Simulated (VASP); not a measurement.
## Cs2AgBiBr6 and the effect of the choice of potentials or basis

The cell as given:

```
Bi Cs Ag Br
1.0
     0.00000    5.61610    5.61610
     5.61610    0.00000    5.61610
     5.61610    5.61610    0.00000
Bi Cs Ag Br
1 2 1 6
Direct
  0.00000 0.00000 0.00000
  0.75000 0.75000 0.75000
  0.25000 0.25000 0.25000
  0.50000 0.50000 0.50000
  0.74945 0.74945 0.25055
  0.25055 0.25055 0.74945
  0.74945 0.25055 0.25055
  0.74945 0.25055 0.74945
  0.25055 0.74945 0.74945
  0.25055 0.74945 0.25055
```

The cell comes from a database or a generator and needn't be the form met in nature.

Kept alike: task relaxation of cell and atoms; functional PBE; k mesh 3 × 3 × 3; occupations fermi-dirac, width 0.05 eV; no spin polarisation. Program: VASP, cutoff 600 eV. The mesh is that of the run's cell of 10 atoms. No spin-orbit coupling.

```csv
choice of potentials or basis,volume (Å³/atom)
"Ag, Bi, Br, Cs_sv",37.759
"Ag, Bi_d, Br, Cs_sv",37.751
"Ag_GW, Bi_d_GW, Br_GW, Cs_sv_GW",37.688
"Ag_sv_GW, Bi_d_GW, Br_GW, Cs_sv_GW",37.630
```

The relaxations keep at least the cell's symmetry (Fm-3m). Relaxations stop with a little pressure left, so the last digits of a volume or edge aren't settled.

The volume runs from 37.630 (Ag_sv_GW, Bi_d_GW, Br_GW, Cs_sv_GW) to 37.759 Å³/atom (Ag, Bi, Br, Cs_sv).
